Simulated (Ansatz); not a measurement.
Set up this calculation in Ansatz 0.2.0, as the native input.

| Property | Result |
| --- | --- |
| Task | single point |
| Functional | PBE |
| Potentials or basis | Ansatz PAW |
| Cutoff | 420 eV (not typed: the program's choice for these potentials) |
| k mesh | 11 × 11 × 11 |
| Occupations | gaussian, width 0.027 eV |
| Spin | no spin polarisation |

MgO:

```
Mg O
1.0
     0.00000    2.09700    2.09700
     2.09700    0.00000    2.09700
     2.09700    2.09700    0.00000
Mg O
1 1
Direct
  0.00000 0.00000 0.00000
  0.50000 0.50000 0.50000
```

The cell is a database's computed one.

The input as run:

input.yaml

```yaml
crystal:
  lattice:
    - [0.0, 2.0970013927, 2.0970013927]
    - [2.0970013927, 0.0, 2.0970013927]
    - [2.0970013927, 2.0970013927, 0.0]
  atoms:
    - { symbol: Mg, position: [0.0, 0.0, 0.0] }
    - { symbol: O, position: [0.5, 0.5, 0.5] }
hamiltonian:
  xc: pbe
  pseudopotentials: { kind: paw }
kpoints:
  mp_grid: { grid: [11, 11, 11] }
scf:
  occupations: { method: gaussian, width: 0.027 }
output:
  forces: true
  stress: true
  eigenvalues: true
```

Potentials or basis: Ansatz PAW.

Launch:

```sh
$ ansatz run input.yaml --threads 2 --pin off --max-ram 5632MiB --backend cpu --events-out ev --progress --plain --runs-dir out
```

Results of the run:

The pressure is 6.9 GPa and the band gap on the k mesh is 4.87 eV, direct.

Caveat: odd divisions of the mesh miss points on the zone boundary, where band edges often lie, so the gap on the mesh can be too wide; the pressure holds a Pulay correction of +0.6 GPa for the finite cutoff.

Wall time 0.33 s on 2 threads of Intel(R) Xeon(R) 6975P-C (Granite Rapids), with other jobs on the host, peak memory 0.32 GiB.
